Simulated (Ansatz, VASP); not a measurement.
**BeS in VASP and in Ansatz**

INCAR

```
SYSTEM = BeS
PREC = Accurate ; ENCUT = 520
EDIFF = 1E-6 ; ISMEAR = 0
SIGMA = 0.02 ; LREAL = .FALSE.
LASPH = .TRUE. ; NELM = 60
ALGO = Normal ; ISIF = 2
LWAVE = .FALSE. ; LCHARG = .FALSE.
GGA = PE ; NBANDS = 11
```

Contents of KPOINTS:

```
regular mesh
0
G
  8 8 8
  0 0 0
```

Contents of POSCAR:

```
BeS
1.0
    0.0000000000      2.4132917402      2.4132917402
    2.4132917402      0.0000000000      2.4132917402
    2.4132917402      2.4132917402      0.0000000000
Be S
1 1
Direct
    0.0000000000      0.0000000000      0.0000000000
    0.2500000000      0.2500000000      0.2500000000
```

Input for Ansatz:

```yaml
crystal:
  lattice:
    - [0.0, 2.4132917402, 2.4132917402]
    - [2.4132917402, 0.0, 2.4132917402]
    - [2.4132917402, 2.4132917402, 0.0]
  atoms:
    - { symbol: Be, position: [0.0, 0.0, 0.0] }
    - { symbol: S, position: [0.25, 0.25, 0.25] }
basis:
  ecutwfc: 420
kpoints:
  mp_grid: { grid: [8, 8, 8] }
hamiltonian:
  xc: pbe
scf:
  occupations: { method: gaussian, width: 0.02 }
output:
  forces: true
  stress: true
  eigenvalues: true
```

Alike in both runs: task single point; functional PBE; k mesh 8 × 8 × 8; occupations gaussian, width 0.02 eV; no spin polarisation.

```csv
,VASP,Ansatz
version,VASP 6.6.1,Ansatz 0.2.0
potentials or method,"VASP PAW PBE potentials, release 64 (Be, S)","scalar-relativistic, plane waves, PAW"
plane-wave cutoff (eV),520,420
valence electrons in the cell,8,8
```

```tsv
	VASP	Ansatz	Ansatz less VASP
gap on the k mesh at the Fermi level (eV)	3.08	3.08	-0.001
least direct gap on the mesh (eV)	5.66	5.64	-0.018
pressure (GPa)	3.0	3.0	-0.01
```

A k mesh can miss the band edges.
